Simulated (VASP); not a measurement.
BeTe:

```
Te Be
1.0
     0.00000    2.77000    2.77000
     2.77000    0.00000    2.77000
     2.77000    2.77000    0.00000
Te Be
1 1
Cartesian
  4.1550 4.1550 4.1550
  0.0000 0.0000 0.0000
```

Base run:

| Quantity | Value |
| --- | --- |
| Program | VASP 6.6.1 |
| Functional | RPBE |
| Potentials or basis | VASP PAW PBE potentials, release 64 (Te, Be) |
| Cutoff | 520 eV |
| k mesh | 8 × 8 × 8 |
| Occupations | fermi-dirac, width 0.05 eV |
| Spin | no spin polarisation |

Its results: band gap on the k mesh 1.93 eV, indirect (least direct gap 3.59 eV).

Q: The run is repeated on the same cell with these changes: functional from RPBE to BLYP; further incar settings from ALGO = Normal; EDIFF = 1e-06; NBANDS = 11 to ALGO = Normal; EDIFF = 1e-07. What comes out?

A: Band gap on the k mesh 2.13 eV, indirect (least direct gap 3.68 eV).

Caveats: spin-orbit coupling is left out, which moves the levels of the heavy elements.
